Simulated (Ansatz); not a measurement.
Crystal: Sn.

```
Sn
1.0
     0.00000    3.23334    3.23334
     3.23334    0.00000    3.23334
     3.23334    3.23334    0.00000
Sn
2
Direct
  0.75000 0.75000 0.75000
  0.50000 0.50000 0.50000
```

This isn't the form of Sn at room conditions, which is tetragonal (white tin).

Base run:

| Item | Value |
| --- | --- |
| Program | Ansatz 0.2.0 |
| Functional | m-r2SCAN |
| Potentials or basis | Ansatz PAW |
| Cutoff | 500 eV (not typed: the program's choice for these potentials) |
| k mesh | 7 × 7 × 7 |
| Occupations | fermi-dirac, width 0.05 eV |
| Spin | no spin polarisation |

Its results: band gap on the k mesh none (metal or under the smearing width); pressure 2.2 GPa.

Problem. The run is repeated on the same cell with these changes: functional from m-r2SCAN to PBE; potentials or basis from Ansatz PAW to JTH PAW; cutoff from 500 eV (not typed: the program's choice for these potentials) to 6600 eV (not typed: the program's choice for these potentials). What comes out?

Solution. Band gap on the k mesh none (metal or under the smearing width); pressure 3.8 GPa.

Caveats: spin-orbit coupling is left out, which moves the levels of the heavy elements; the PAW data sets come from PBE, with cores solved anew for the run's functional, which leaves a small shift of forces and pressure (some runs).
